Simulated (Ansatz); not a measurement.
## LaAlO3, response to strain

Consider LaAlO$_{3}$ (space group R-3c, No. 167; a = 5.353 Å, c = 13.048 Å (hexagonal axes)). Axes: x lies along a and z along c of the hexagonal cell.

Strains are applied to the cell and any free atomic positions relax; under biaxial strain the out-of-plane vector relaxes too.

Calculations: Ansatz (a first-principles code), PBEsol, PAW, cutoff 420 eV, no SOC.

Notes on the quantities. energy relative to the base: free energy F.

| change | energy relative to the base | band gap | space group | volume per atom |
|---|---|---|---|---|
| base | 0 meV/atom | 3.94 eV | R-3c (No. 167) | 10.80 Å³ |
| biaxial strain −4.59 %, plane normal [001], relaxed out of plane | +68 meV/atom | 3.26 eV | R-3m (No. 166) | 10.06 Å³ |
| biaxial strain −0.81 %, plane normal [001], relaxed out of plane | +2.0 meV/atom | 3.88 eV | R-3c (No. 167) | 10.66 Å³ |
| biaxial strain +2.65 %, plane normal [001], relaxed out of plane | +20 meV/atom | 3.94 eV | R-3c (No. 167) | ? |
| isotropic strain −3.97 % | ? | 3.59 eV | R-3c (No. 167) | 9.56 Å³ |
| isotropic strain +0.34 % | +0.7 meV/atom | 3.96 eV | R-3c (No. 167) | 10.91 Å³ |
| isotropic strain +1.09 % | +6.8 meV/atom | ? | R-3c (No. 167) | 11.15 Å³ |
| uniaxial strain ε_xx = +2.33 % | +6.1 meV/atom | 3.71 eV | C2/c (No. 15) | 11.05 Å³ |

**Question.** Complete the table.

**Answer.** 
- biaxial strain +2.65 %, plane normal [001], relaxed out of plane, volume per atom: 11.24 Å³
- isotropic strain −3.97 %, energy relative to the base: +107 meV/atom
- isotropic strain +1.09 %, band gap: 3.98 eV

Whether these cells are dynamically stable was not tested.
